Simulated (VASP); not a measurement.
# W: single point with PBE

W, a slab with vacuum:

```
W
1.0
     2.87085    0.00000    0.00000
     0.00000    2.87085    0.00000
     0.00000    0.00000   25.15000
W
6
Direct
  0.50000 0.50000 0.29821
  0.00000 0.00000 0.37893
  0.50000 0.50000 0.45964
  0.00000 0.00000 0.54036
  0.50000 0.50000 0.62107
  0.00000 0.00000 0.70179
```

```yaml
Program: VASP 6.6.1
Task: single point
Functional: PBE
Potentials_or_basis: VASP PAW PBE potentials, release 64 (W_sv)
Cutoff: 600 eV
k_mesh: 7 × 7 × 1
Occupations: fermi-dirac, width 0.05 eV
Spin: no spin polarisation
```

```
Largest force                   : 0.376 eV/Å
Band gap on the k mesh          : none (metal or under the smearing width)
Work function of the upper face : 4.54 eV
Work function of the lower face : 4.54 eV
```

Forces on the atoms (eV/Å):
```
W    0.000  0.000  0.376
W    0.000  0.000 -0.069
W    0.000  0.000 -0.030
W    0.000  0.000  0.030
W    0.000  0.000  0.069
W    0.000  0.000 -0.376
```

Levels at points of the mesh, in eV from the Fermi level:
```tsv
k point	band 40	band 41	band 42	band 43	band 44	band 45
(0.00, 0.00, 0.00)	-0.38	0.09	0.09	0.29	0.81	1.01
```

Run time: 4.1 min on 1 thread of Intel(R) Xeon(R) Platinum 8559C (Emerald Rapids), with other jobs on the host, peak memory 0.38 GiB.

Spin-orbit coupling is left out, which matters for the levels of W.
